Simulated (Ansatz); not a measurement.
**Self-trapping of an added electron in LiF (Fm-3m)**

Aim: find out whether an added electron stays on one Li atom in LiF (Fm-3m) by distorting the lattice there, how its energy compares with the band edge, and how the answer depends on the level of theory. The model is a cell of 128 host atoms.

Calculated with Ansatz 0.2.0; plane-wave PAW DFT, HSE06 form with 0.3 exact exchange; relaxation of all atoms of a supercell at fixed charge in a uniform background.

## (1) Set-up

The cell holds 128 atoms: 64 Li and 64 F. Its edges and angles: a = 11.337 Å, b = 11.337 Å, c = 11.337 Å, α = 60.0°, β = 60.0°, γ = 60.0°. It derives from LiF (space group Fm-3m). Nearest the centre at fractional (0.500, 0.500, 0.500): Li85 at 0.00 Å, F52 at 2.15 Å, F76 at 2.15 Å, F46 at 2.15 Å, F78 at 2.15 Å, F84 at 2.15 Å, F54 at 2.15 Å, Li53 at 2.83 Å. The cell carries charge −1.

The host's dielectric constants go in as inputs: 2.09 for the electrons alone, 9.47 with the ions, computed on the host (DFPT, PBEsol).

The cell's shortest repeat is 11.3 Å.

The centre named in tables marks the trial (one Li atom), and distances without another origin count from it. The distances above are those of the displaced start.

## (2) Relaxation with the electron, HSE06 (α = 0.3)

A share of exact exchange removes much of the self-interaction that would spread the carrier over the cell. The share of exact exchange was chosen, not fitted; 1/ε∞ of the host is 0.48. A carrier doesn't trap itself from the perfect lattice, where equivalent sites compete, so the atoms around the trial site start displaced and the spin starts there. The total moment is locked to that of one carrier.

Input file qm1_M1_trap.hrelax/input.yaml:

```yaml
crystal:
  lattice:
    - [0.0, 8.01628073, 8.01628073]
    - [8.01628073, 0.0, 8.01628073]
    - [8.01628073, 8.01628073, 0.0]
  atoms:
    - { symbol: Li, position: [0.0, 0.0, 0.0] }
    - { symbol: F, position: [0.125, 0.125, 0.125] }
[... 13 atom lines left out ...]
    - { symbol: F, position: [0.125, 0.375, 0.875] }
[... 5 atom lines left out ...]
    - { symbol: F, position: [0.125, 0.625, 0.625] }
[... 1 atom line left out ...]
    - { symbol: F, position: [0.125, 0.625, 0.875] }
[... 3 atom lines left out ...]
    - { symbol: F, position: [0.125, 0.875, 0.375] }
[... 9 atom lines left out ...]
    - { symbol: F, position: [0.375, 0.125, 0.625] }
[... 1 atom line left out ...]
    - { symbol: F, position: [0.375, 0.125, 0.875] }
[... 3 atom lines left out ...]
    - { symbol: F, position: [0.375, 0.375, 0.375] }
[... 1 atom line left out ...]
    - { symbol: F, position: [0.365644, 0.365644, 0.634356] }
    - { symbol: Li, position: [0.25, 0.25, 0.75] }
    - { symbol: F, position: [0.375, 0.375, 0.875] }
[... 3 atom lines left out ...]
    - { symbol: F, position: [0.365644, 0.634356, 0.365644] }
    - { symbol: Li, position: [0.25, 0.5, 0.5] }
    - { symbol: F, position: [0.365644, 0.634356, 0.634356] }
    - { symbol: Li, position: [0.25, 0.5, 0.75] }
    - { symbol: F, position: [0.375, 0.625, 0.875] }
[... 1 atom line left out ...]
    - { symbol: F, position: [0.375, 0.875, 0.125] }
    - { symbol: Li, position: [0.25, 0.75, 0.25] }
    - { symbol: F, position: [0.375, 0.875, 0.375] }
    - { symbol: Li, position: [0.25, 0.75, 0.5] }
[... 1 atom line left out ...]
    - { symbol: Li, position: [0.25, 0.75, 0.75] }
[... 6 atom lines left out ...]
    - { symbol: F, position: [0.625, 0.125, 0.625] }
[... 5 atom lines left out ...]
    - { symbol: F, position: [0.634356, 0.365644, 0.365644] }
    - { symbol: Li, position: [0.5, 0.25, 0.5] }
    - { symbol: F, position: [0.634356, 0.365644, 0.634356] }
    - { symbol: Li, position: [0.5, 0.25, 0.75] }
    - { symbol: F, position: [0.625, 0.375, 0.875] }
[... 1 atom line left out ...]
    - { symbol: F, position: [0.625, 0.625, 0.125] }
    - { symbol: Li, position: [0.5, 0.5, 0.25] }
    - { symbol: F, position: [0.634356, 0.634356, 0.365644] }
    - { symbol: Li, position: [0.5, 0.5, 0.5], spin: 1.0 }
    - { symbol: F, position: [0.625, 0.625, 0.625] }
    - { symbol: Li, position: [0.5, 0.5, 0.75] }
[... 2 atom lines left out ...]
    - { symbol: F, position: [0.625, 0.875, 0.125] }
    - { symbol: Li, position: [0.5, 0.75, 0.25] }
    - { symbol: F, position: [0.625, 0.875, 0.375] }
    - { symbol: Li, position: [0.5, 0.75, 0.5] }
[... 6 atom lines left out ...]
    - { symbol: F, position: [0.875, 0.125, 0.375] }
[... 5 atom lines left out ...]
    - { symbol: F, position: [0.875, 0.375, 0.125] }
    - { symbol: Li, position: [0.75, 0.25, 0.25] }
    - { symbol: F, position: [0.875, 0.375, 0.375] }
    - { symbol: Li, position: [0.75, 0.25, 0.5] }
[... 1 atom line left out ...]
    - { symbol: Li, position: [0.75, 0.25, 0.75] }
[... 3 atom lines left out ...]
    - { symbol: Li, position: [0.75, 0.5, 0.25] }
[... 1 atom line left out ...]
    - { symbol: Li, position: [0.75, 0.5, 0.5] }
[... 5 atom lines left out ...]
    - { symbol: Li, position: [0.75, 0.75, 0.25] }
[... 4 atom lines left out ...]
    - { symbol: F, position: [0.875, 0.875, 0.875] }
  host:
    repeats: [4, 4, 4]
    atoms:
      - { symbol: Li, position: [0.0, 0.0, 0.0] }
      - { symbol: F, position: [0.5, 0.5, 0.5] }
total_charge: -1
basis:
  ecutwfc: 420
  xc_grid: 2
hamiltonian:
  xc: { preset: hse06, exx: 0.3 }
kpoints:
  mp_grid: { grid: [1, 1, 1] }
magnetization:
  spin_polarized: true
  initial_magnetization: 1
  spin_locking: { lock_magnetization: hard }
scf:
  occupations: { method: fixed }
  max_iter: 60
output:
  forces: true
  charged_corrections:
    epsilon: 2.09
    static_epsilon: 9.47
    defect_position: [0.5, 0.5, 0.5]
relax:
  f_tol: 0.03
  max_steps: 45
  random_displacement: { amplitude: 0.02, seed: 2657 }
checkpoint:
  write: "../qm1_M1_trap.hrelax.run"
  compress: false
  write_wavefunctions: true
  write_every: 100000
```

Launch:

```sh
$ ansatz run input.yaml --threads 32 --pin off --max-ram 84787MiB --backend cuda --events-out ev --progress --plain --runs-dir out --max-vram 78GiB
```

Numbers of over 12 decimals in the logs are rounded to 6 here.

What it wrote:

```text
[... repeated set-up lines and file paths are left out, and long positions are rounded to six places ...]
exact exchange: scf.exx.singularity resolves to wigner_seitz, which cuts the screened interaction at the faces of the exchange supercell's Wigner-Seitz cell, so that each pair interacts once, at the shortest of its separations (the periodic images that this [...]
Engine: ansatz 0.2.0, aarch64-unknown-linux-gnu
Pseudopotentials: kind: paw
Pseudopotential: Li, paw, valence charge 3, recommended cutoff 420 eV (normal), Li.paw.azcp
Pseudopotential: F, paw, valence charge 7, recommended cutoff 420 eV (normal), F.paw.azcp
Functional definition: unnamed
  parameter a_1 = 0.3
  parameter omega_1 = 0.207870/angstrom
  exchange = pbe_x + (-a_1)*pbe_x_sr(omega_1) + a_1*exact_x_sr(omega_1)
  correlation = pbe_c
davidson cushion auto → on  (no smearing: the cushion is to keep the highest requested band from converging to the state above it; pin scf.eigensolver.cushion to override)
[...]
Crystal: 128 atoms, lattice volume = 1030.265 Å³
Basis set: ecut = 420 eV, 20107 PW (Γ), exchange–correlation on 160×160×160 points (8 copies of the dense FFT grid, shifted against one another)
Bands: 449, of which v1, the nominal top of the filled ones, is band 321 counted from 1 (320 counted from 0)
Symmetry: 1 space group operations
k-points: 1
Non-local potential: Li, projectors of the file, l = 0: 3, l = 1: 2, l = 2: 1
Non-local potential: F, projectors of the file, l = 0: 2, l = 1: 2, l = 2: 1
PAW form: soft (Blöchl's): semilocal exchange-correlation on the pseudo side does not see the compensation charge
PAW frozen core: F, regenerated for the run's functional, and the local potential with it (the file was generated under x = pbe(κ = 0.804, μ = 0.219515), c = pbe(β = 0.066725))
PAW one-centre angular grid: Li, 110 points (default); XC on 96 Gauss nodes
PAW one-centre angular grid: F, 110 points (default); XC on 64 Gauss nodes
Initial density: superposition of atomic densities (chi_scale 0.1, normalization cell, long waves kept (reshape's long-wave potential 0.10 eV rms))
Starting moments: Σ|m| = 1 μB on 1 of 128 sites
Initial wavefunctions: pseudopotential atomic-orbital guess
[...]
Functional: x = pbe(κ = 0.804, μ = 0.219515), c = pbe(β = 0.066725), warm-up for x = pbe(κ = 0.804, μ = 0.219515) + 0.3 (exact − pbe) at short range (hse, ω = 0.207870 Å⁻¹), c = pbe(β = 0.066725)
iter 1 solved again at ethr=2.91e-3 eV; its pass at ethr=1.00e-1 eV (dr2=1.87e1 eV) is discarded
SCF iter   1: F=—  HF=-65022.472522 eV  |Δ(HF+E_count)|=         —  Δρ=3.38e-2 (↑3.10e-2 ↓3.38e-2)  dr2=1.91e1  dr2_m=1.90e0  M=1.000 μB ∫|m|=1.014 μB  Hψ=5519
preconditioner: auto → none  [insulator: Δε(μ)=0.864 eV  Ē_g=14.961 eV  n_scr=282 (ndim 8)  ℏωp=22.7 eV  f_vac=0.000]
SCF iter   2: F=—  HF=-65021.864080 eV  |Δ(HF+E_count)|=   6.08e-1  Δρ=2.24e-2 (↑2.05e-2 ↓2.24e-2)  dr2=7.49e0  dr2_m=9.53e-1  M=1.000 μB ∫|m|=1.016 μB  Hψ=1981
[...]
SCF iter  10: F=-65023.388568 eV  HF=-65023.388568 eV  |Δ(HF+E_count)|=   1.76e-7  Δρ=1.80e-6 (↑1.80e-6 ↓1.45e-6)  dr2=4.13e-8  dr2_m=7.49e-9  M=1.000 μB ∫|m|=1.031 μB  Hψ=2836
SCF 1 converged in 10 iterations: F = -65023.388568 eV  dr2 = 4.13e-8
  greatest PAW one-centre occupation: 1.000 electrons in one spin orbital (limit 2), on the Li atom at site 46 (counted from 0), in its partial waves of l = 0
[...]
Starting moments: Σ|m| = 1 μB on 1 of 128 sites; this step starts from the density that it was given
[...]
Exchange kernel: α = 0.3000, screened, ω = 0.2079 Å⁻¹, Wigner–Seitz truncation, v(0) = 923.9001 eV·Å³, q-mesh 1×1×1, nearest image of the exchange supercell L = 11.34 Å, pair-density grid 48×48×48, without the augmentation charges, whose exchange is taken in [...]
Frozen-core exchange: fock
[...]
hybrid outer 1: dexx = +2.836e-1 eV, tail = 5.79e-4 eV
[...]
hybrid outer 2: dexx = +7.225e-6 eV, tail = 3.65e-7 eV, Δε = 2.88e-3 eV (about 7.80e-5 eV left of the loop's levels), ΔF = 5.49e-3 eV/Å (tail 8.36e-4)
[...]
hybrid outer 1: dexx = +2.739e0 eV, tail = 8.21e-3 eV
[...]
hybrid outer 2: dexx = +1.733e-4 eV, tail = 7.37e-6 eV, Δε = 5.93e-2 eV (about 1.94e-3 eV left of the loop's levels), ΔF = 6.72e-1 eV/Å (tail 7.45e-2)
[...]
hybrid outer 3: dexx = +1.145e-7 eV, tail = 2.67e-6 eV, Δε = 1.07e-3 eV (about 1.24e-3 eV left of the loop's levels), ΔF = 2.23e-2 eV/Å (tail 1.95e-2)
[...]
hybrid outer 1: dexx = +9.580e0 eV, tail = 2.36e-2 eV
[...]
hybrid outer 2: dexx = +5.302e-4 eV, tail = 1.12e-5 eV, Δε = 5.87e-2 eV (about 1.32e-3 eV left of the loop's levels), ΔF = 1.08e0 eV/Å (tail 1.24e-1)
[...]
hybrid outer 3: dexx = +3.440e-7 eV, tail = 1.55e-6 eV, Δε = 2.21e-4 eV (about 1.01e-4 eV left of the loop's levels), ΔF = 3.24e-2 eV/Å (tail 1.49e-2)
[...]
SCF 10 converged in 3 iterations: F = -65020.531467 eV  dr2 = 6.53e-9
[...]
SCF iter   1: F=—  HF=-65020.531467 eV  |Δ(HF+E_count)|=         —  Δρ=8.58e-7 (↑8.58e-7 ↓8.25e-7)  dr2=8.34e-9  dr2_m=5.28e-11  M=1.000 μB ∫|m|=1.024 μB  Hψ=2003
SCF iter   2: F=-65020.531467 eV  HF=-65020.531467 eV  |Δ(HF+E_count)|=  7.93e-10  Δρ=5.44e-7 (↑5.44e-7 ↓5.33e-7)  dr2=2.62e-9  dr2_m=2.67e-11  M=1.000 μB ∫|m|=1.024 μB sched 1.30e-12)  Hψ=2006
SCF 11 converged in 2 iterations: F = -65020.531467 eV  dr2 = 2.62e-9
[...]
hybrid outer 2: dexx = +5.130e-11 eV, tail = 5.83e-9 eV, Δε = 5.16e-6 eV (about 1.48e-5 eV left of the loop's levels), ΔF = 1.09e-4 eV/Å (tail 9.58e-4)
the filled states extend beyond the cell (their overlap across the Brillouin zone is 0.001, against 0 in a metal and nearly 1 for localised states). With one k-point a hybrid's gap, moments and forces can then be wrong. [...]
[...]
relax step   4: F+E_penalty+E_count = -65020.53146735 eV  Δ(F+E_penalty+E_count) = -1.653e-7 eV  max|allowed force component| = 1.064e-2 eV/Å  Δτ_max = 0.0000 Å  (5 SCF iters, accepted)
hybrid SCF converged: 2 outer / 5 inner (+0 warm-up), last move |dexx| = 5.13e-11 eV, tail = 5.83e-9 eV
Magnetization: 1.0000 μB (321.0000 up, 320.0000 down)
Absolute magnetization: 1.0277 μB (∫|ρ↑−ρ↓|, with the PAW one-centre terms)
Spin contamination: 0.0002 ħ² per cell (⟨S²⟩ above its minimum at these occupations)
Per-site moments (μB) at R_I (Å): [(0.00259509, 0.825948), (0.00146806, 0.826225), (0.00260681, 0.826333), [... 6 left out ...]
Free energy (F): -65020.531467 eV
Harris-Foulkes:  -65020.531467 eV  (|F-HF|=1.85e-9)
Internal energy: -65020.531467 eV  (E = F + TS)
E sigma→0 (E₀):  -65020.531467 eV
Fermi energy:    10.735594 (↑ 10.735594, ↓ -0.965005) eV
--- Per-component energies (eV) ---
  E_band       = -9369.631197
  E_kinetic    = 14933.873146
  E_local      = -40853.598748  (includes V_loc(G=0)·N_el)
  E_nonlocal   = 2479.102811
  E_hartree    = 14367.895621
  E_xc         = -4495.063573
  E_vxc        = -5704.387438  (∫ρ·V_xc dr)
  E_exx        = -2953.874893  (= α·E_x^exact, valence–valence)
  E_paw        = -12663.723156  (= ΣΔE_a)
  E_vpaw       = -3052.798389  (= ΣTr[D̂ρ^β])
  E_aug_tail   = 0.136534  (compensation charges beyond the density's cutoff)
  E_ewald      = -35832.957581
  E_core_change = -2.321625  (= ΣΔE_core)
  E_smearing   = -0.000000  (= −TS)
  E_closure    = -0.000003  (closes the sum)
  E_deformation_potential = -15.793113  (in the stress; not in F)
  Σ components = -65020.531467   (vs F -65020.531467, Δ=0.00e0)
--- Forces (eV/Å), atoms counted from 1 ---
  atom   1  Li     0.00088017    -0.00161869     0.00195781
  atom   2  F      0.00125970    -0.00107676    -0.00286552
  [... 4 atoms left out ...]
  [... 122 more lines of this table ...]
  max |Σ_I F_I| component: 2.87e-4 eV/Å
--- Charged-cell corrections in eV (Makov–Payne, q = -1.000 e, ε = 9.470) ---
  F (periodic)     = -65020.531467  (uncorrected; the corrections below are reported, never added to it)
  E_corr1          = +0.217418  (monopole, q²α_M/2εL)
  F Makov-Payne    = -65020.314050  (F + E_corr1; no measured alignment; for a localised charge, not one spread in a band: unchecked)
  no potential alignment in this run, which stands beside a crystal: run the host's input off ansatz write-host-input, and read the two finished runs by ansatz place-levels (neither reads a slab, a wire or a sheet, whose cell leaves a vacuum)
--- Band table (eV) ---
  k-point 0 ↑: bands = ["-44.2729", "-44.2425", "-44.2414", "-44.2413", "-44.2411", "-44.2410", "-44.2409", "-44.2406", "-44.2400", [... rest cut ...]
  k-point 0 ↓: bands = ["-44.2605", "-44.2300", "-44.2290", "-44.2288", "-44.2287", "-44.2285", "-44.2284", "-44.2282", "-44.2276", [... rest cut ...]
  guard bands above this table: 41 of the run's 449 bands. The solve was not asked for them (output.publish_guard_bands: true or output.eigenvalues: true publishes all)
--- Relaxed structure (4 steps of the walk, 4 accepted, 0 SCFs on fresh bases) ---
  F+E_penalty+E_count = -65020.53146735 eV   max|allowed force component| = 1.064e-2 eV/Å
  atoms:
    - { symbol: Li, position: [-7.759178734647417e-5, 7.129582400439278e-5, 6.0061415202330355e-5] }
    - { symbol: F, position: [0.125025, 0.125238, 0.124889] }
    [... 4 atoms left out ...]
  [... 122 more lines of this table ...]
```

Run time: 27 s. Hardware: 1 × NVIDIA GB200 with 32 threads of Arm Neoverse V2, shared host; peak memory 2.1 GiB.

The steps of the relaxation:

```
step  energy less that of the first step (eV)  largest force component (eV/Å)
   1                                   0.0000                          0.9721
   2                                  -0.3069                          0.7285
   3                                  -0.5882                          0.0100
   4                                  -0.5882                          0.0106
```

The atoms that moved most (Å, from the sites as typed, ahead of the random displacement, the mean shift of all atoms taken out):

```csv
atom,dx,dy,dz,length
F76,0.149,-0.001,0.000,0.149
F84,0.001,0.000,-0.149,0.149
F52,0.000,0.149,0.000,0.149
F46,0.000,0.000,0.149,0.149
F78,0.000,-0.148,0.000,0.148
F54,-0.148,0.000,-0.001,0.148
```

The moves above count from the input, in which the atoms at the trial site were already displaced.

Neighbours of the ideal centre at the end:

```
 atom  distance (Å)
 Li85         0.003
  F76         2.004
  F46         2.004
  F78         2.005
  F84         2.006
  F52         2.007
  F54         2.007
 Li77         2.833
 Li79         2.833
Li109         2.834
Li115         2.834
Li117         2.835
 Li55         2.835
 Li53         2.835
 Li87         2.835
 Li83         2.836
```

The sizes of the moments in the atoms' spheres add to about 0.3 μB, shared by more than 30 atoms in effect: the carrier has spread out.

## (3) The states that it is compared with

Its energy has a meaning only beside the cell without the carrier and the carrier left in the undistorted cell, under the same functional.

Times on 1 × NVIDIA GB200 with 32 threads of Arm Neoverse V2, shared host:

| charge | start | kind | largest moment on one atom (μB) | time |
| --- | --- | --- | --- | --- |
| 0 | ideal sites | relaxation | - | 6.8 s |
| −1 | ideal sites | single point | 0.00 | 12 s |

(Continued in part 2 of 2.)

[Logs are printed without paths, hosts, clocks, repeated set-up lines and the standing remarks that a program may print on its own settings, such as how far it seeks lower states.]

[Hosts, paths, dates, database ids (printed as entryN), source tags and the programs' standing remarks are cut or masked in the printed files.]

[For some hosts the program warned that the k-mesh of the response run may be too coarse for force constants and the static dielectric constant; such warnings are not shown here.]
